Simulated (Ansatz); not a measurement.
# Bi: LAPW beside PAW

The same cell of Bi is computed with all-electron LAPW, PAW with frozen cores and all-electron PAW on datasets made for the crystal, to set the results side by side.

Method: DFT PBE, scalar-relativistic, in Ansatz 0.2.0.

**1. The starting structure**

The structure is monoclinic, space group C2/m (No. 12). The conventional cell has a = 6.673 Å, b = 6.111 Å, c = 3.300 Å, α = 90.00°, β = 110.41°, γ = 90.00°. Bi (site symmetry m) has 6 Bi at 3.15 to 3.31 Å as nearest neighbours.

Coordinates:

```
CELL_PARAMETERS angstrom
3.33628 -3.05540 0.00000
3.33628 3.05540 0.00000
-1.15098 0.00000 3.09291
ATOMIC_POSITIONS crystal
Bi 0.25180 0.25180 0.14900
Bi 0.74820 0.74820 0.85100
```

Structure: COD 8100521, as refined from experiment and not relaxed.

Atoms are numbered in the order of the input: Bi1, Bi2.

**2. All-electron LAPW**

Input file input.yaml:

```yaml
crystal:
  lattice:
    - [3.33628, -3.0554, 0.0]
    - [3.33628, 3.0554, 0.0]
    - [-1.15098, 0.0, 3.09291]
  atoms:
    - { symbol: Bi, position: [0.2518, 0.2518, 0.149] }
    - { symbol: Bi, position: [0.7482, 0.7482, 0.851] }
kpoints:
  mp_grid: { grid: [8, 8, 12] }
  band_path:
    path:
      - [0.0, 0.0, 0.0]
      - [-0.4887142109, 0.4887142109, 0.0]
      - [-0.5112857891, -0.4887142109, 0.0]
      - [-0.5, -0.5, 0.0]
      - [0.0, 0.0, 0.0]
      - [-0.5, -0.5, 0.5]
      - [-0.6796217385, -0.3203782615, 0.5]
      - [-0.3203782615, 0.3203782615, 0.5]
      - [0.0, 0.0, 0.5]
    npoints: 8
scf:
  occupations: { method: fermi_dirac, width: 0.05 }
hamiltonian:
  xc: pbe
  pseudopotentials: { kind: all_electron, lapw: { basis_error: 0.001 } }
output:
  forces: true
  stress: true
  eigenvalues: true
  fatbands: true
  populations: true
  dos: { projected: true, de: 0.2, e_range: [-14, 8] }
```

Log:

```text
Bi: projections on atomic orbitals take those of the free atom 1s2 2s2 2p6 3s2 3p6 3d10 4s2 4p6 4d10 4f14 5s2 5p6 5d10 6s2 6p3, of charge +0.00 (hamiltonian.pseudopotentials.projection_atoms)
LAPW: plane waves up to 7.223 Å⁻¹, error target 1.0e-3 eV per atom; small_component_spin mean_spin; Bi in spheres of 1.577 Å, 37 of its electrons in bands, Dirac shells []
Engine: ansatz 0.2.0
Pseudopotentials: kind: all_electron
Pseudopotential: Bi, LAPW, valence charge 37, Koelling and Harmon's equation, gaussian nucleus
Functional definition: PBE
  parameter kappa = 0.804
  parameter beta = 0.06672455060314922
  exchange = pbe_x(kappa = kappa, mu = beta*pi^2/3)
  correlation = pbe_c(beta = beta)
Crystal: 2 atoms, lattice volume = 63.056 Å³
Basis set: ecut = 198.77045516035332 eV, 393 PW (Γ), exchange–correlation at level 2
Bands: 45, of which v1, the nominal top of the filled ones, is band 37 counted from 1 (36 counted from 0)
Symmetry: 4 space group operations
Space group: C2/m (ITA 12), of the structure as read, at distance tolerance 4.0e-5 Å
k-points: 222 of 768
Non-local potential: Bi, projectors of the file, none
Initial density: superposition of atomic densities (chi_scale 0.1, normalization cell)
Initial wavefunctions: plane waves of lowest kinetic energy (no species holds an atomic orbital)
Functional: x = pbe(κ = 0.804, μ = 0.2195149727645171), c = pbe(β = 0.06672455060314922)
iter 1 solved again at ethr=3.05e-5 eV; its pass at ethr=1.00e-1 eV (dr2=2.26e-2 eV) is discarded
SCF iter   1: F=—  HF=-1171411.794994 eV  |F-HF|=—  |Δ(HF+E_count)|=         —  Δρ=6.86e-3  dr2=2.27e-2  ethr=3.05e-5  ⟨swp⟩=3.1  Hψ=63349  notcnv=0
preconditioner: auto → LDOS  [metal: Δε(μ)=0.014 eV  Ē_g=23.353 eV  σ=0.050 eV  W_gap=0.07  n_scr=20 (ndim 8)  ℏωp=25.6 eV  f_vac=0.075  D(μ)=1.22/eV (n_scr^D=4)  β→1.0]
iter 2 solved again at ethr=7.28e-7 eV; its pass at ethr=3.05e-5 eV (dr2=5.39e-4 eV) is discarded
SCF iter   2: F=—  HF=-1171411.796354 eV  |F-HF|=—  |Δ(HF+E_count)|=   1.36e-3  Δρ=1.17e-3  dr2=5.39e-4  ethr=7.28e-7  ⟨swp⟩=2.0  Hψ=49714  notcnv=0
SCF iter   3: F=—  HF=-1171411.794439 eV  |F-HF|=—  |Δ(HF+E_count)|=   1.92e-3  Δρ=4.53e-4  dr2=8.26e-5  ethr=7.28e-7  ⟨swp⟩=3.0  Hψ=30563  notcnv=0
SCF iter   4: F=—  HF=-1171411.793101 eV  |F-HF|=—  |Δ(HF+E_count)|=   1.34e-3  Δρ=1.69e-4  dr2=1.33e-5  ethr=1.12e-7  ⟨swp⟩=3.0  Hψ=29828  notcnv=0
SCF iter   5: F=—  HF=-1171411.792942 eV  |F-HF|=—  |Δ(HF+E_count)|=   1.60e-4  Δρ=5.46e-5  dr2=1.36e-6  ethr=1.80e-8  ⟨swp⟩=3.0  Hψ=29866  notcnv=0
SCF iter   6: F=—  HF=-1171411.792933 eV  |F-HF|=—  |Δ(HF+E_count)|=   8.14e-6  Δρ=9.31e-6  dr2=4.87e-8  ethr=1.84e-9  ⟨swp⟩=3.0  Hψ=30218  notcnv=0
SCF iter   7: F=-1171411.792933 eV  HF=-1171411.792933 eV  |F-HF|=1.47e-8  |Δ(HF+E_count)|=   8.57e-8  Δρ=2.72e-6  dr2=9.26e-9  ethr=6.58e-11  ⟨swp⟩=3.0  Hψ=30271  notcnv=0
SCF 1 converged in 7 iterations: F = -1171411.792933 eV  dr2 = 9.26e-9
NSCF: frozen V_eff on 65 k-points
SCF converged after 7 iterations
Free energy (F): -1171411.792933 eV
Harris-Foulkes:  -1171411.792933 eV  (|F-HF|=1.47e-8)
Internal energy: -1171411.782754 eV  (E = F + TS)
E sigma→0 (E₀):  -1171411.787844 eV
Entropy (-TS):   -0.010179 eV (-5.090 meV/atom)
Fermi energy:    15.500761 eV
--- Per-component energies (eV) ---
  E_band       = -5229.826411
  E_kinetic    = 1356073.284492
  E_xc         = -21612.107604
  E_electrostatic = -2505872.959641  (all electrons and nuclei)
  E_smearing   = -0.010179  (= −TS)
  E_closure    = 0.000000  (closes the sum)
  E_atoms      = -1171404.213804  (free atoms, spherical and without spin; not in F)
  Σ components = -1171411.792933   (vs F -1171411.792933, Δ=0.00e0)
  Basis errors (estimates in eV, not in F): energy 3.3e-4 per atom: plane waves 3.2e-4 (1.7e-4 summed), levels above the bands 1.3e-82, relativity 8.1e-8, radial functions 1.2e-5, core shells 1.4e-8; eigenvalues (radial functions only) 1.7e-6; not estimated: angular momenta, meshes, grids; target (lapw.basis_error) 1.0e-3; muffin-tin radii Bi 1.577 Å
--- Forces (eV/Å), atoms counted from 1 ---
  atom   1  Bi    -0.03254507    -0.00000000    -0.01480454
  atom   2  Bi     0.03254507     0.00000000     0.01480454
  max |Σ_I F_I| component: 0.00e0 eV/Å
--- Stress (GPa, compression-positive) ---
        4.870897       0.000000      -0.183913
        0.000000       3.190230      -0.000000
       -0.183913      -0.000000       4.457265
  P = ⅓ Tr σ = 4.1728 GPa (41.728 kbar)
--- Band table (eV; the first three rows and the last of 222) ---
  k-point 0: bands = ["-137.6921", "-137.6920", "-132.8182", "-132.8182", "-132.8182", "-132.8182", "-132.8130", "-132.8130", "-132.8126", "-132.8126", "-132.8091", "-132.8091", "-132.8086", "-132.8086", "-132.8074", "-132.8074", "-75.9561", "-75.9541", "-75.9538", "-75.9528", "-75.9364", "-75.9333", "-7.5502", "-7.4947", "-7.4513", "-7.4315", "-7.3222", "-7.2858", "-7.2696", "-7.2652", "-7.2208", "-7.1138", "1.9485", "6.5343", "12.2629", "12.4651", "18.2002", "19.0187", "19.5036", "19.6396", "20.0785", "22.8874", "24.0590", "24.1489", "25.1054"]
  k-point 1: bands = ["-137.6921", "-137.6920", "-132.8182", "-132.8182", "-132.8182", "-132.8182", "-132.8130", "-132.8130", "-132.8126", "-132.8126", "-132.8091", "-132.8091", "-132.8086", "-132.8086", "-132.8074", "-132.8074", "-75.9561", "-75.9543", "-75.9540", "-75.9528", "-75.9364", "-75.9333", "-7.5459", "-7.4803", "-7.4328", "-7.4284", "-7.3269", "-7.2914", "-7.2763", "-7.2705", "-7.2222", "-7.1168", "2.0519", "6.5590", "12.3342", "12.6253", "18.0576", "18.3311", "19.0180", "19.5042", "19.5277", "23.3130", "24.2381", "24.4043", "25.1455"]
  k-point 2: bands = ["-137.6921", "-137.6920", "-132.8182", "-132.8182", "-132.8182", "-132.8182", "-132.8130", "-132.8130", "-132.8126", "-132.8126", "-132.8091", "-132.8091", "-132.8086", "-132.8086", "-132.8074", "-132.8074", "-75.9561", "-75.9547", "-75.9544", "-75.9528", "-75.9362", "-75.9334", "-7.5341", "-7.4407", "-7.4197", "-7.3837", "-7.3393", "-7.3077", "-7.2944", "-7.2823", "-7.2265", "-7.1256", "2.3592", "6.6297", "12.5430", "13.0798", "16.0378", "17.8281", "18.7112", "18.7996", "19.4079", "23.3089", "23.7850", "24.3485", "25.0453"]
  k-point 221: bands = ["-137.6921", "-137.6920", "-132.8182", "-132.8182", "-132.8182", "-132.8182", "-132.8130", "-132.8130", "-132.8126", "-132.8126", "-132.8091", "-132.8091", "-132.8086", "-132.8086", "-132.8074", "-132.8074", "-75.9565", "-75.9560", "-75.9560", "-75.9526", "-75.9358", "-75.9338", "-7.4457", "-7.4017", "-7.3785", "-7.3758", "-7.3633", "-7.3274", "-7.2802", "-7.2686", "-7.1818", "-7.1665", "5.2824", "6.2274", "11.4008", "12.4474", "13.0002", "14.8672", "16.3552", "17.0222", "22.2341", "24.6914", "24.8492", "25.2055", "26.8858"]
--- Löwdin populations: 2 sites ---
  site symbol       q [e]
     0     Bi     82.9695
     1     Bi     82.9695
  spilling = 0.000368 (of n_electrons = 166.000000)
```

It took 86 s on 1 thread, shared host.

In short: pressure 4.17 GPa; no gap; largest force 0.036 eV/Å.

At the corners of the path (eV, zero at the Fermi level):

```tsv
point	band 33	band 34	band 35	band 36	band 37	band 38	band 39
Γ	-13.55	-8.97	-3.24	-3.04	2.70	3.52	4.00
C	-11.35	-11.15	-5.35	-5.34	3.29	4.07	5.90
C2	-11.35	-11.15	-5.35	-5.34	3.29	4.07	5.90
Y2	-11.35	-11.15	-5.35	-5.35	3.29	4.07	5.90
Γ	-13.55	-8.97	-3.24	-3.04	2.70	3.52	4.00
M2	-10.22	-9.27	-4.10	-3.05	-2.50	-0.63	0.85
D	-9.89	-9.84	-4.34	-4.03	-0.43	0.15	1.66
D2	-9.89	-9.84	-4.34	-4.03	-0.43	0.15	1.66
A	-10.96	-9.06	-4.01	-2.58	-1.65	1.34	1.68
```

States per cell, counted by energy window (eV from the Fermi level, on a grid of 0.20 eV):

```tsv
from	to	total	Bi 6p	Bi 6s
-10	-9	0.86	0.10	0.76
-9	-8	0.32	0.02	0.29
-8	-7	0.00	0.00	0.00
-7	-6	0.00	0.00	0.00
-6	-5	0.01	0.01	0.00
-5	-4	0.68	0.66	0.02
-4	-3	1.22	1.16	0.06
-3	-2	1.43	1.33	0.09
-2	-1	1.44	1.31	0.11
-1	0	1.01	0.92	0.07
0	1	1.11	1.00	0.08
1	2	1.01	0.90	0.05
2	3	1.73	1.51	0.04
3	4	1.38	1.16	0.02
4	5	1.03	0.75	0.01
```

**3. PAW with frozen cores**

Edit input.yaml of step 2 so:

```diff
@@ -26,3 +26,3 @@
   xc: pbe
-  pseudopotentials: { kind: all_electron, lapw: { basis_error: 0.001 } }
+  pseudopotentials: { kind: paw }
 output:
@@ -31,4 +31,5 @@
   eigenvalues: true
-  fatbands: true
+  efg: { contact_densities: true }
   populations: true
+  bader: true
   dos: { projected: true, de: 0.2, e_range: [-14, 8] }
```

Log:

```text
Bi: output.efg is read without spin–orbit coupling, which moves field gradients at and beside such atoms by some per cent and up to a factor of two; PAW files take it under magnetization.noncollinear and magnetization.spin_orbit
[... 1 set-up line as earlier in the session ...]
Pseudopotentials: kind: paw
Pseudopotential: Bi, paw, valence charge 15, recommended cutoff 420 eV (normal)
[... 5 set-up lines as earlier in the session ...]
Crystal: 2 atoms, lattice volume = 63.056 Å³
Basis set: ecut = 420 eV, 1255 PW (Γ), exchange–correlation on 64×64×48 points (8 copies of the dense FFT grid, shifted against one another)
Bands: 19, of which v1, the nominal top of the filled ones, is band 15 counted from 1 (14 counted from 0)
[... 2 set-up lines as earlier in the session ...]
k-points: 222 of 768
Non-local potential: Bi, projectors of the file, l = 0: 2, l = 1: 2, l = 2: 2, l = 3: 2
PAW form: soft (Blöchl's): semilocal exchange-correlation on the pseudo side does not see the compensation charge
PAW one-centre angular grid: Bi, 590 points (default); XC on 64 Gauss nodes
Initial density: superposition of atomic densities (neutral atoms: chi_scale 0, normalization atom), corrected by the library's trained network
Initial wavefunctions: pseudopotential atomic-orbital guess
[... 1 set-up line as earlier in the session ...]
SCF iter   1: F=—  HF=-24792.939527 eV  |F-HF|=—  |Δ(HF+E_count)|=         —  Δρ=1.26e-3  dr2=1.27e-3  ethr=1.77e-3  ⟨swp⟩=6.3  Hψ=20188  notcnv=0
preconditioner: auto → Kerker (q_TF=auto, 2.411 Å⁻¹)  [metal: Δε(μ)=0.009 eV  Ē_g=20.588 eV  σ=0.050 eV  W_gap=0.04  n_scr=16 (ndim 8)  ℏωp=25.6 eV  f_vac=0.000  D(μ)=1.22/eV (n_scr^D=4)]
SCF iter   2: F=—  HF=-24792.938346 eV  |F-HF|=—  |Δ(HF+E_count)|=   1.18e-3  Δρ=8.35e-4  dr2=5.42e-4  ethr=4.24e-6  ⟨swp⟩=2.4  Hψ=9283  notcnv=0  defer=1
SCF iter   3: F=—  HF=-24792.938302 eV  |F-HF|=—  |Δ(HF+E_count)|=   4.40e-5  Δρ=3.04e-4  dr2=6.97e-5  ethr=1.81e-6  ⟨swp⟩=2.9  Hψ=7486  notcnv=0  defer=1
SCF iter   4: F=—  HF=-24792.938263 eV  |F-HF|=—  |Δ(HF+E_count)|=   3.85e-5  Δρ=1.66e-4  dr2=1.32e-5  ethr=2.32e-7  ⟨swp⟩=2.1  Hψ=5430  notcnv=0  defer=1
SCF iter   5: F=—  HF=-24792.938259 eV  |F-HF|=—  |Δ(HF+E_count)|=   3.77e-6  Δρ=3.54e-5  dr2=6.39e-7  ethr=4.39e-8  ⟨swp⟩=2.0  Hψ=7524  notcnv=0  defer=1
SCF iter   6: F=—  HF=-24792.938259 eV  |F-HF|=—  |Δ(HF+E_count)|=   6.60e-8  Δρ=1.76e-5  dr2=1.47e-7  ethr=3.33e-10  ⟨swp⟩=6.7  Hψ=21513  notcnv=0
SCF iter   7: F=-24792.938259 eV  HF=-24792.938259 eV  |F-HF|=1.47e-8  |Δ(HF+E_count)|=   6.46e-8  Δρ=5.28e-6  dr2=1.53e-8  ethr=3.33e-10  ⟨swp⟩=4.9  Hψ=15535  notcnv=0
SCF 1 converged in 7 iterations: F = -24792.938259 eV  dr2 = 1.53e-8
NSCF: frozen V_eff on 65 k-points
SCF converged after 7 iterations
Free energy (F): -24792.938259 eV
Harris-Foulkes:  -24792.938259 eV  (|F-HF|=1.47e-8)
Internal energy: -24792.928075 eV  (E = F + TS)
E sigma→0 (E₀):  -24792.933167 eV
Entropy (-TS):   -0.010185 eV (-5.092 meV/atom)
Fermi energy:    11.435060 eV
--- Per-component energies (eV) ---
  E_band       = -170.850142
  E_kinetic    = 605.961115
  E_local      = -2878.668670  (includes V_loc(G=0)·N_el)
  E_nonlocal   = 1119.376839
  E_hartree    = 921.888186
  E_xc         = -303.423708
  E_vxc        = -289.644391  (∫ρ·V_xc dr)
  E_paw        = -21326.029347  (= ΣΔE_a)
  E_vpaw       = -571.657212  (= ΣTr[D̂ρ^β])
  E_aug_tail   = -0.000867  (compensation charges beyond the density's cutoff)
  E_ewald      = -2932.031622
  E_smearing   = -0.010185  (= −TS)
  E_closure    = 0.000000  (closes the sum)
  Σ components = -24792.938259   (vs F -24792.938259, Δ=0.00e0)
--- Forces (eV/Å), atoms counted from 1 ---
  atom   1  Bi    -0.03271516    -0.00000000    -0.01503890
  atom   2  Bi     0.03271516     0.00000000     0.01503890
  max |Σ_I F_I| component: 0.00e0 eV/Å
--- Stress (GPa, compression-positive) ---
        4.849141       0.000000      -0.185823
        0.000000       3.170564      -0.000000
       -0.185823      -0.000000       4.437178
  P = ⅓ Tr σ = 4.1523 GPa (41.523 kbar)
--- PAW observables at the nuclei: V_zz in 10²¹ V/m², potentials from the cell's mean, atoms counted from 1 ---
  atom   1  Bi V_zz =   -13.077282   η = 0.0631   by run symmetry: allowed
            electrostatic potential = -17832.815847 V   contact ρ = 17906399.090751 e/Å³
  atom   2  Bi V_zz =   -13.077282   η = 0.0631   by run symmetry: allowed
            electrostatic potential = -17832.815847 V   contact ρ = 17906399.090751 e/Å³
--- Band table (eV; the first three rows and the last of 222) ---
  k-point 0: bands = ["-11.6125", "-11.5587", "-11.5152", "-11.4940", "-11.3866", "-11.3482", "-11.3339", "-11.3276", "-11.2832", "-11.1759", "-2.1171", "2.4685", "8.1971", "8.4004", "14.1333", "14.9541", "15.4384", "15.5743", "16.0132"]
  k-point 1: bands = ["-11.6083", "-11.5442", "-11.4967", "-11.4909", "-11.3913", "-11.3538", "-11.3406", "-11.3329", "-11.2846", "-11.1789", "-2.0137", "2.4933", "8.2683", "8.5606", "13.9919", "14.2643", "14.9533", "15.4389", "15.4624"]
  k-point 2: bands = ["-11.5966", "-11.5045", "-11.4822", "-11.4476", "-11.4037", "-11.3702", "-11.3588", "-11.3447", "-11.2889", "-11.1876", "-1.7064", "2.5640", "8.4771", "9.0150", "11.9717", "13.7626", "14.6446", "14.7348", "15.3426"]
  k-point 221: bands = ["-11.5089", "-11.4662", "-11.4404", "-11.4386", "-11.4277", "-11.3898", "-11.3427", "-11.3308", "-11.2461", "-11.2291", "1.2167", "2.1617", "7.3351", "8.3816", "8.9343", "10.8020", "12.2884", "12.9566", "18.1693"]
--- Löwdin populations: 2 sites ---
  site symbol       q [e]
     0     Bi     14.9617
     1     Bi     14.9617
  spilling = 0.002553 (of n_electrons = 30.000000)
--- Bader charges: 2 sites ---
  site symbol  charge [e]  shift [e]
     0     Bi      0.0000     0.0000
     1     Bi      0.0000     0.0000
  estimated error of the sums over rays = 1.0e-4 e
```

Wall time 27 s (1 thread, shared host).

Read from it: pressure 4.15 GPa; no gap; largest force 0.036 eV/Å; Vzz Bi1 -13.08 (η = 0.06) (10²¹ V/m²).

```tsv
atom	Bader charge (e)	basin volume (Å³)
Bi1	-0.00	31.53
```

**4. All-electron PAW on datasets made for the crystal**

Edit input.yaml of step 3 so:

```diff
@@ -26,3 +26,3 @@
   xc: pbe
-  pseudopotentials: { kind: paw }
+  pseudopotentials: { kind: all_electron, datasets: crystal }
 output:
@@ -32,4 +32 @@
   efg: { contact_densities: true }
-  populations: true
-  bader: true
-  dos: { projected: true, de: 0.2, e_range: [-14, 8] }
```

Log (excerpt; [...] marks lines left out):

```text
[...]
Bi: output.efg is read without spin–orbit coupling, which moves field gradients at and beside such atoms by some per cent and up to a factor of two; PAW files take it under magnetization.noncollinear and magnetization.spin_orbit
[...]
[... 1 set-up line as earlier in the session ...]
Pseudopotential: Bi, paw, valence charge 15, recommended cutoff 260 eV (normal), Koelling and Harmon's equation, gaussian nucleus
[... 1 set-up line as earlier in the session ...]
[...]
Crystal: 2 atoms, lattice volume = 63.056 Å³
Basis set: ecut = 260 eV, 595 PW (Γ), exchange–correlation on 48×48×36 points (8 copies of the dense FFT grid, shifted against one another)
Bands: 19, of which v1, the nominal top of the filled ones, is band 15 counted from 1 (14 counted from 0)
[... 2 set-up lines as earlier in the session ...]
k-points: 222 of 768
[...]
  atom   1  Bi    -0.03253949    -0.00000000    -0.01476487
  atom   2  Bi     0.03253949     0.00000000     0.01476487
[...]
--- Stress (GPa, compression-positive) ---
        4.869555       0.000000      -0.183574
        0.000000       3.189020      -0.000000
       -0.183574      -0.000000       4.456158
  P = ⅓ Tr σ = 4.1716 GPa (41.716 kbar)
--- PAW observables at the nuclei: V_zz in 10²¹ V/m², potentials from the cell's mean, atoms counted from 1 ---
  atom   1  Bi V_zz =   -13.122691   η = 0.0640   by run symmetry: allowed
            electrostatic potential = -17832.735708 V   contact ρ = 17893901.444497 e/Å³
  atom   2  Bi V_zz =   -13.122691   η = 0.0640   by run symmetry: allowed
            electrostatic potential = -17832.735708 V   contact ρ = 17893901.444497 e/Å³
--- Band table (eV; the first three rows and the last of 222) ---
  k-point 0: bands = ["-7.5505", "-7.4947", "-7.4512", "-7.4316", "-7.3220", "-7.2860", "-7.2694", "-7.2654", "-7.2209", "-7.1141", "1.9484", "6.5342", "12.2629", "12.4650", "18.2001", "19.0186", "19.5036"]
[...]
```

Run time: 24 s. Hardware: 1 thread, shared host.

This run gives: pressure 4.17 GPa; no gap; largest force 0.036 eV/Å; Vzz Bi1 -13.12 (η = 0.06) (10²¹ V/m²).

```tsv
atom	contact density (e/Å³)
Bi1	1.78939e+07
```

**5. The methods compared**

```
          method  pressure (GPa)  largest force (eV/Å)  Vzz Bi1 (10²¹ V/m²)  SCF cycles, all passes
            LAPW            4.17                 0.036                    –                       7
             PAW            4.15                 0.036               -13.08                       7
crystal datasets            4.17                 0.036               -13.12                       8
```

**6. What came out**

| quantity | value |
| --- | --- |
| pressure | LAPW 4.17, PAW 4.15, crystal datasets 4.17 GPa |
| gap (LAPW) | none |
| largest force | LAPW 0.036, PAW 0.036, crystal datasets 0.036 eV/Å |
| Bader charges (PAW) | Bi1 -0.00 e |

What this shows: At this geometry the cell is under compression of 4.2 GPa, so it would expand if let go. Bands cross the Fermi level: the crystal is a metal at this level. Bi 6p carries the largest share, 92 %, of the projected states within 0.3 eV of the Fermi level. The projection holds only the free atom's occupied shells (Bi 6s, Bi 6p in this range). The field gradient at Bi1, the largest by crystal datasets, is -13.08 by PAW and -13.12 by crystal datasets (10²¹ V/m²), within 5 %. Spin–orbit coupling is left out, which moves gradients at and beside heavy atoms by some per cent and at worst by a factor of two. PAW lies -0.02 GPa from LAPW in pressure. The forces differ by at most 1 meV/Å in a component, on a largest force of 0.036 eV/Å. The price, with the outputs that each input asks for: 86 s for LAPW against 27 s for PAW, about 3 to one. Spin-orbit coupling is left out, though the cell holds Bi; in elements this heavy it can shift bands and gaps by tenths of an eV.
